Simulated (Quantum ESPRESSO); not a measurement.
SnO:

```xyz
2
Lattice="3.1319 0.0000 0.0000 0.0000 3.1319 0.0000 0.0000 0.0000 3.1319" Properties=species:S:1:pos:R:3 pbc="T T T"
Sn    0.0000    0.0000    0.0000
O     1.5660    1.5660    1.5660
```

The cell was built by a generator and needn't be a form met in nature.

* Program: Quantum ESPRESSO 7.5
* Task: phonons
* Functional: LDA
* Potentials or basis: PseudoDojo 0.4.1 SR LDA standard
* Cutoff: 1143 eV
* Density cutoff: 4572 eV
* k mesh: 9 × 9 × 9
* Occupations: cold, width 0.2 eV
* Spin: no spin polarisation
* Target pressure: 15 GPa
* Form of the LDA correlation: PW92
* Mixing beta: 0.5
* Most SCF iterations: 120
* SCF threshold: 4e-10 Ry

The cell and the atoms were relaxed first at 15 GPa, to 12.87 Å³/atom (a = 2.953 Å, b = 2.953 Å, c = 2.953 Å, α = 90.00°, β = 90.00°, γ = 90.00°), and the response was taken there.

Problem. Where do the zone-centre optical modes lie?

Solution. T1u at 255i cm⁻¹ (IR). Imaginary frequencies mark an instability of this cell.

Optical modes at Γ, degenerate ones joined:
| cm⁻¹ | components | symmetry | active in |
| --- | --- | --- | --- |
| 255i | 3 | T1u | IR |

Caveat: the mesh is thin for the phonons of a metal; some modes are imaginary; the volume moved by over 15 % at a fixed basis, so the end points are rough; the cell is more than 3 GPa from zero pressure, which shifts response properties.
